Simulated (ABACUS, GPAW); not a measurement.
# Equation of state of ZnS under PBE

It takes space group F-43m (No. 216, cubic). The conventional cell has a = 5.404 Å, b = 5.404 Å, c = 5.404 Å, α = 90.00°, β = 90.00°, γ = 90.00°. Zn (site symmetry -43m) is surrounded by 4 S at 2.34 Å. S (site symmetry -43m) has 4 Zn at 2.34 Å as nearest neighbours.

The cell was scaled at fixed shape and fractions and run with GPAW, SG15 ONCV 1.2, cutoff 1100 eV; PBE, k mesh 7 × 7 × 7 on the cell of 2 atoms, fermi-dirac occupations of 0.05 eV, no spin polarisation, no spin-orbit coupling. Energies are those that the program minimises, any entropy of the smearing included.

```tsv
V (Å³/atom)	energy over the lowest row (meV/atom)
18.5432	35.24
18.9377	19.84
19.3322	9.14
19.7268	?
20.1213	0.00
20.5158	0.91
20.9104	4.51
```

Q: Fit the third-order Birch-Murnaghan form, give V0, B0 and B′, and predict the energy left open.

A: With y = (V0/V)^(2/3), E = E0 + (9 V0 B0/16) [(y - 1)³ B′ + (y - 1)² (6 - 4y)]. Least squares through the rows shown give V0 = 20.2271 Å³/atom, E0 = -0.04 meV, B0 = 67.96 GPa (1 eV/Å³ = 160.218 GPa) and B′ = 4.92, with a largest miss of 0.10 meV, so B0 and B′ are loose. At V = 19.7268 the form with these constants gives 2.72 meV; the run gave 2.57 meV an atom. Other set-ups at this level, from all their volumes (Å³/atom, GPa): ABACUS, GBRV ultrasoft 1.5 PBE, plane waves: V0 20.199, B0 69.28; GPAW, PAW data sets generated for this functional: V0 20.184, B0 70.03; GPAW, GPAW PAW data sets (gpaw-data 1.2.1): V0 20.184, B0 70.03; GPAW, GPAW PAW data sets (gpaw-data 1.2.1), newer versions: V0 20.178, B0 70.02. Measured volume: 19.8 Å³/atom (pmc:11595366, doi:10.3390/ma17225622), so the fit lies +2.2 % from it. Measured modulus: 76.9 GPa (arxiv:0911.5022), so the fit lies -11.6 % from it. The runs are for a static lattice.
